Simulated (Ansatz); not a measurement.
## PbS under changes of volume

One of the cells (26.664 Å³/atom); the others are scaled copies at fixed shape and fractional positions:

```
Pb S
1.0
     2.07995   -5.99130    0.00000
     2.07995    5.99130    0.00000
     0.00000    0.00000    4.27932
Pb S
2 2
Direct
  0.13056 0.86944 0.25000
  0.86944 0.13056 0.75000
  0.35480 0.64520 0.25000
  0.64520 0.35480 0.75000
```

Measurements of this composition are mostly on another form, of space group No. 225.

- Program: Ansatz 0.2.0
- Functional: r2SCAN
- Dispersion: D3(BJ)
- Potentials or basis: Ansatz PAW
- Cutoff: 500 eV (not typed: the program's choice for these potentials)
- k mesh: 7 × 7 × 6
- Occupations: fermi-dirac, width 0.05 eV
- Spin: no spin polarisation

```csv
volume (Å³/atom),energy over the lowest point (meV/atom),pressure (GPa),gap on the mesh (eV),largest force (eV/Å)
25.064,9.30,2.8,1.38,0.410
25.597,2.41,1.4,1.44,0.261
26.130,0.00,0.1,1.48,0.121
26.664,1.60,-1.0,1.53,0.037
27.197,6.80,-2.1,1.57,0.130
27.730,15.20,-3.0,1.60,0.243
28.263,?,?,?,?
```

Task: What does the run at 28.263 Å³/atom give?

Result: Energy over the lowest point 26.41 meV/atom; pressure -3.7 GPa; gap on the mesh 1.62 eV; largest force 0.349 eV/Å.

Worked out: A Birch-Murnaghan fit of order 3 (a polynomial in V^(-2/3)) to the other rows has its minimum at 26.17 Å³/atom with B0 = V·E''(V) = 59 GPa and B' = 4.5 at fixed shape and positions, which overstates the stiffness. It gives 26.48 meV/atom at 28.263 Å³/atom, against the run's 26.41, and -dE/dV = -3.8 GPa, against -3.7. A straight line through the other rows of the gap, of slope 2.18 eV per unit of ln V, extrapolates to 1.65 eV, against the run's 1.62.

Energies are extrapolated to zero smearing.

Caveats: odd divisions of the mesh miss points on the zone boundary, where band edges often lie, so the gap on the mesh can be too wide; spin-orbit coupling is left out, which as a rule narrows the gap of such compounds by several tenths of an eV; the PAW data sets come from PBE, with cores solved anew for the run's functional, which leaves a small shift of forces and pressure; the dispersion damping was fitted for another functional or another form of the correction.

A mesh can miss the band edges.
